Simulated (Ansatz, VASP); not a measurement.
# Two plane-wave programs on C

```
C
1.0
     0.00000    1.80826    1.60284
     1.80826    0.00000    1.60284
     1.80826    1.80826    0.00000
C
2
Direct
  0.50000 0.50000 0.50000
  0.75000 0.75000 0.75000
```

Alike in both runs: task single point; functional LDA; k mesh 12 × 12 × 12; occupations gaussian, width 0.05 eV; no spin polarisation.

|  | VASP | Ansatz |
| --- | --- | --- |
| version | VASP 6.6.1 | Ansatz 0.2.0 |
| potentials or method | VASP PAW LDA potentials, release 64 (C) | scalar-relativistic, plane waves, PAW |
| plane-wave cutoff (eV) | 520 | 520 |
| valence electrons in the cell | 8 | 8 |

Ansatz gave:

```
gap on the k mesh at the Fermi level (eV)       : 1.25
least direct gap on the mesh (eV)               : 3.79
pressure (GPa)                                  : 25.1
largest component of the traceless stress (GPa) : 70.56
```

**Question.** Estimate VASP's values.

**Answer.** gap on the k mesh at the Fermi level (eV): 1.24; least direct gap on the mesh (eV): 3.79; pressure (GPa): 27.1; largest component of the traceless stress (GPa): 70.40.

Ansatz warned: «pseudo_functional_mismatch».

Caveats: so large a pressure means that the cell lies far from this level's equilibrium, or that cutoff or potentials fall short (VASP).
